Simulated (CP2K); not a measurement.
## Sb under changes of volume

One of the cells (26.962 Å³/atom); the others are scaled copies at fixed shape and fractional positions:

```xyz
1
Lattice="3.5108 0.0000 0.0000 0.6790 3.4445 0.0000 -2.0949 -1.7223 2.2296" Properties=species:S:1:pos:R:3 pbc="T T T"
Sb    0.0000    0.0000    0.0000
```

This isn't the form of Sb at room conditions, which is rhombohedral.

* Program: CP2K 2026.2
* Functional: PBEsol
* Potentials or basis: POTENTIAL_UZH Sb GTH-PBE-q5; TZVP-MOLOPT-PBE-GTH basis
* Density cutoff: 6123 eV
* k mesh: 12 × 12 × 12
* Occupations: fermi-dirac, width 0.05 eV
* Spin: no spin polarisation

```csv
volume (Å³/atom),energy over the lowest point (meV/atom),pressure (GPa)
25.344,48.13,7.1
25.883,27.56,5.2
26.423,13.09,3.5
26.962,4.09,1.9
27.501,0.00,0.6
28.040,0.29,-0.7
28.580,?,?
```

Task: What does the run at 28.580 Å³/atom give?

Result: Energy over the lowest point 4.53 meV/atom; pressure -1.8 GPa.

Worked out: A Birch-Murnaghan fit of order 3 (a polynomial in V^(-2/3)) to the other rows has its minimum at 27.73 Å³/atom with B0 = V·E''(V) = 64 GPa and B' = 4.6 at fixed shape and positions, which overstates the stiffness. It gives 4.52 meV/atom at 28.580 Å³/atom, against the run's 4.53, and -dE/dV = -1.8 GPa, against -1.8.

Energies are extrapolated to zero smearing.

Caveats: the potentials were made for another functional, which shifts forces and pressure; the basis of atomic orbitals isn't converged, which shifts pressures, moduli and gaps.
